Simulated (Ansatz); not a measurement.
**An added C started as a split pair with a Si atom in diamond Si, 65 atoms, charge 0**

All numbers come from Ansatz (PAW, plane waves, no spin–orbit coupling) at the single k point (¼, ¼, ¼) without its symmetry partners. The atoms were relaxed with PBEsol in a fixed cell; other functionals are single points on those atoms unless said otherwise. The valence top and gap of the host come from its small cell on a dense mesh, with the band extrema sought between the mesh points, lined up by the mean potential, PBEsol gap 0.46 eV, HSE06 gap 1.13 eV, r²SCAN gap 0.76 eV.

Cell: a = 10.866 Å, b = 10.866 Å, c = 10.866 Å, α = 90.00°, β = 90.00°, γ = 90.00°.

Nearest atoms after relaxation, from the placed atom (for vacancies from the middle of the vacant sites): Si at 1.89 Å, Si at 1.94 Å, Si at 1.96 Å, Si at 1.96 Å, Si at 3.35 Å, Si at 3.42 Å, Si at 3.48 Å, Si at 3.48 Å.

Chemical potentials μ are those of reference phases of the elements at zero temperature by the same functional (the usual solids, diamond for C, grey Sn, and the molecules H2, N2, O2, F2, Cl2, Br2 and S8).

| functional | E(defect) − E(host) − Σ nμ + q·E_VBM (eV) | monopole (eV) | alignment (eV) | formation energy at E_F = VBM (eV) | moment (μB) | wall time, shared host |
| --- | --- | --- | --- | --- | --- | --- |
| PBEsol | 3.56 | 0.00 | 0.00 | 3.56 | 0 (no spin) | 34 s on NVIDIA H100 (relaxation) |
| HSE06 | 4.27 | 0.00 | 0.00 | 4.27 | 0 (no spin) | 53 s on NVIDIA H100 |
| r²SCAN | 4.15 | 0.00 | 0.00 | 4.15 | 0 (no spin) | 14 s on NVIDIA H100 |

HSE06 one-electron levels near the gap (the ten most localised at most), from the host's valence top:

| level (eV) | spin | filling | atoms sharing it | element of the atom with most weight |
| --- | --- | --- | --- | --- |
| -0.05 | both | 2.00 | 19.7 | spread |
| 1.06 | both | 0.00 | 21.9 | spread |
| 1.36 | both | 0.00 | 53.0 | spread |

r²SCAN one-electron levels near the gap (the ten most localised at most), from the host's valence top:

```csv
level (eV),spin,filling,atoms sharing it,element of the atom with most weight
-0.10,both,2.00,23.2,spread
0.67,both,0.00,21.4,spread
0.97,both,0.00,51.0,spread
```

One k point and a cell of this size can leave errors of several tenths of an eV in such numbers.
